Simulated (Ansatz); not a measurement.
This Ansatz input for KCl was spoiled on purpose:

```yaml
crystal:
  lattice:
    - [0.0, 3.1907444516, 3.1907444516]
    - [3.1907444516, 0.0, 3.1907444516]
    - [3.1907444516, 3.1907444516, 0.0]
  atoms:
    - { symbol: K, position: [0.0, 0.0, 0.0] }
    - { symbol: Cl, position: [0.5, 0.5, 0.5] }
basis:
  ecutwfc: 420
  ecutrho_ratio: 4
kpoints:
  mp_grid: { grid: [10, 10, 10] }
hamiltonian:
  xc: pbe
  pseudopotentials: { kind: nc }
scf:
  occupations: { method: gaussian, width: 0.05 }
  max_iter: 100
output:
  forces: true
  stress: true
magnetization:
  spin_polarized: true
  spin_orbit: true
```

Launched as:
```sh
ansatz run input.yaml --threads 4 --pin off --max-ram 7168MiB --backend cpu --events-out ev --progress --plain --runs-dir out
```

Question: What is wrong with it?

Answer: Spin-orbit coupling on scalar files. Against the sound input: magnetization: {"spin_polarized": true, "spin_orbit": true}; hamiltonian.pseudopotentials: {"kind": "nc"} (the cap on iterations is only a precaution).

What the program printed:

```
Error: 2 input errors — fix all and re-run
  1. inconsistent input (magnetization.spin_orbit, magnetization.noncollinear): true requires noncollinear: true — spin–orbit coupling acts on 2-spinor wavefunctions; set both flags
  2. inconsistent input (magnetization.spin_orbit, hamiltonian.pseudopotentials.kind): true requires a fully-relativistic hamiltonian.pseudopotentials.kind (nc_fr or paw_fr), or kind: all_electron without datasets and azcp, which then solves Dirac's equation on LAPW. paw_fr resolves this project's PAW files (source: ansatz) by j as it reads them
```

The input was refused before any iteration. It ran for 0.02 s on 4 threads of AMD EPYC 9R45 96-Core Processor (Zen 5) (shared host), peak memory 0.043 GiB. The run before the change (PBE, 420 eV, 10×10×10 mesh) gave:

```tsv
run	P (GPa)	gap on the mesh (eV)	cell moment (μB)	largest force component (eV/Å)
sound	0.0	5.05	–	0.000
```

The chain of runs began from a measured cell (COD), expanded in volume.

Of that run: Semilocal functionals underestimate band gaps, commonly by a third or more.
